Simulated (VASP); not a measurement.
Input of a VASP 6.6.1 run:

Contents of INCAR:

```
SYSTEM = Se
PREC     = Accurate       ! precision mode
ENCUT    = 520            ! plane-wave cutoff, eV
EDIFF    = 1E-6           ! SCF threshold, eV
ISMEAR   = 0              ! smearing method
SIGMA    = 0.15           ! smearing width, eV
LREAL    = .False.        ! projectors in reciprocal space
LASPH    = .True.         ! aspherical terms in the spheres
NELM     = 100            ! most SCF steps
ALGO     = Normal         ! electronic algorithm
ISIF     = 2              ! what is computed and relaxed
LWAVE    = .False.        ! write WAVECAR
LCHARG   = .False.        ! write CHGCAR
GGA      = PE             ! functional
IVDW     = 12             ! dispersion correction
NBANDS   = 9              ! bands
```

The input KPOINTS:

```
regular mesh
0
Gamma
  16 16 16
  0 0 0
```

Contents of POSCAR:

```
Se
1.0
    2.7402989445      0.0000000000      0.0000000000
    0.0000000000      2.7402989445      0.0000000000
    0.0000000000      0.0000000000      2.8105630200
Se
1
Direct
    0.0000000000      0.0000000000      0.0000000000
```

Potentials or basis: VASP PAW PBE potentials, release 64 (Se).

Command:

```bash
$ cat potpaw_PBE.64/Se/POTCAR > POTCAR
$ mpirun -np 1 vasp_std > vasp.out
```

Task: Estimate the dispersion energy per atom.

Result: -0.416 eV.

Task: What does it give for the band gap on the k mesh?

Result: None (metal or under the smearing width).

Task: What does it give for the pressure?

Result: 2.9 GPa.

Stress tensor (GPa, compression positive):
```
3.64 0.00 0.00
0.00 3.64 0.00
0.00 0.00 1.32
```

Caveat: pairwise dispersion overbinds metals, which lowers pressure and volume.
